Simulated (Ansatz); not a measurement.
Runs of Ansatz 0.2.0 on AlNi. Symmetry: Pm-3m, No. 221, cubic system. Conventional cell: a = 2.881 Å, b = 2.881 Å, c = 2.881 Å, α = 90.00°, β = 90.00°, γ = 90.00°. Ni (site symmetry m-3m) is surrounded by 8 Al at 2.50 Å. Around Al (site symmetry m-3m) lie 8 Ni at 2.50 Å. 

```csv
task,level,cell,cutoff (eV),points for each segment of the path,gap on the mesh (eV),pressure (GPa),moment (μB),relaxed volume (Å³/atom)
relaxation of cell and atoms,PBEsol0,relaxed,420,-,none,0.0,0.06,11.56
relaxation of cell and atoms,HSE03,relaxed,420,-,none,0.0,0.44,(b)
single point,r2SCAN50,as given,500,-,none,-7.7,0.44,-
band structure,HSEsol,as given,420,4,none,(a),0.44,-
single point,PBEsol0,as given,420,-,none,-5.7,0.06,-
```

Alike in all rows: potentials or basis Ansatz PAW; spin collinear, ferromagnetic start; k mesh 5 × 5 × 5; smearing fermi-dirac 0.05 eV; the mesh is coarse, so values aren't converged.

Question: Estimate the missing entries.

Answer: (a) -6.1; (b) 11.81.

Caveats: all runs use coarse meshes; the magnetic or orbital state may not be the lowest; the PAW data sets come from PBE, with cores solved anew for the run's functional, which leaves a small shift of forces and pressure; the thresholds are loose for stress (some runs); the plane-wave basis is chosen anew once the cell has moved, so the energies of steps on either side of that aren't comparable (some runs); the starting moments weren't kept (some runs).

A gap of «none» marks a metal or a gap under the smearing width.
